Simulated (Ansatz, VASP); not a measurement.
**Two plane-wave programs on TiN**

```
Ti N
1.0
     0.00000    2.10271    2.10271
     2.10271    0.00000    2.10271
     2.10271    2.10271    0.00000
Ti N
1 1
Direct
  0.00000 0.00000 0.00000
  0.50000 0.50000 0.50000
```

Alike in both runs: functional PBEsol; k mesh 18 × 18 × 18; occupations fermi-dirac, width 0.15 eV; no spin polarisation.

Ansatz relaxed the structure, and its values are those at the end. VASP's run is a single point on that final structure, the one shown.

```csv
,VASP,Ansatz
version,VASP 6.6.1,Ansatz 0.2.0
potentials or method,"VASP PAW PBE potentials, release 64 (Ti_sv, N)","scalar-relativistic, plane waves, PAW"
plane-wave cutoff (eV),520,420
valence electrons in the cell,17,17
```

```csv
,VASP,Ansatz,Ansatz less VASP
gap on the k mesh at the Fermi level (eV),none,none,-
pressure (GPa),0.5,0.0,-0.51
```

A gap of «none» marks a metal or a gap that the smearing closes. The functional is the same, so the differences come from potentials, cutoffs and numerics. Ansatz warned: «pseudo_functional_mismatch».

Caveats: the PAW data sets were made with another functional, which shifts forces and pressure a little (VASP).
